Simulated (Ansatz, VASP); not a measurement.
# KF: VASP beside Ansatz

INCAR

```
PREC = Accurate ; ENCUT = 520
EDIFF = 1E-8 ; ISMEAR = -1
SIGMA = 0.01 ; LREAL = False
LASPH = True ; NELM = 60
ALGO = Normal ; ISIF = 2
LWAVE = False ; LCHARG = False
GGA = PS ; LEFG = True
NBANDS = 15
```

The input KPOINTS:

```
regular mesh
0
Gamma
  9 9 9
```

File POSCAR:

```
KF
1.0
    0.0000000000      2.6823821250      2.6823821250
    2.6823821250      0.0000000000      2.6823821250
    2.6823821250      2.6823821250      0.0000000000
K F
1 1
Direct
    0.0000000000      0.0000000000      0.0000000000
    0.5000000000      0.5000000000      0.5000000000
```

Input for Ansatz:

```yaml
crystal:
  lattice:
    - [0.0, 2.682382125, 2.682382125]
    - [2.682382125, 0.0, 2.682382125]
    - [2.682382125, 2.682382125, 0.0]
  atoms:
    - { symbol: K, position: [0.0, 0.0, 0.0] }
    - { symbol: F, position: [0.5, 0.5, 0.5] }
kpoints:
  mp_grid: { grid: [9, 9, 9] }
scf:
  occupations: { method: fermi_dirac, width: 0.01 }
hamiltonian:
  xc: pbesol
  pseudopotentials: { kind: all_electron, datasets: crystal }
output:
  forces: true
  stress: true
  eigenvalues: true
  efg: { contact_densities: true }
```

Change from the starting cell: volume scaled by 1.01, crystal datasets.

Alike in both runs: task electric field gradients; functional PBEsol; k mesh 9 × 9 × 9; occupations fermi-dirac, width 0.01 eV; no spin polarisation.

|  | VASP | Ansatz |
| --- | --- | --- |
| version | VASP 6.6.1 | Ansatz 0.2.0 |
| potentials or method | VASP PAW PBE potentials, release 64 (K_sv, F) | all-electron PAW with datasets made for the crystal, scalar-relativistic |
| plane-wave cutoff (eV) | 520 | see its input |

|  | VASP | Ansatz | Ansatz less VASP |
| --- | --- | --- | --- |
| gap on the k mesh at the Fermi level (eV) | 5.97 | 5.98 | +0.011 |
| pressure (GPa) | -1.0 | -1.0 | -0.03 |
| Vzz of the field gradient on the site that differs most (V/Å²) | 0.0 | 0.0 | -0.02 |

Ansatz ran all-electron here, so the differences hold the error of VASP's frozen core and of both bases.

Caveats: the PAW data sets were made with another functional, which shifts forces and pressure a little (VASP); an odd mesh through Γ misses points on the zone boundary, where band edges often lie.
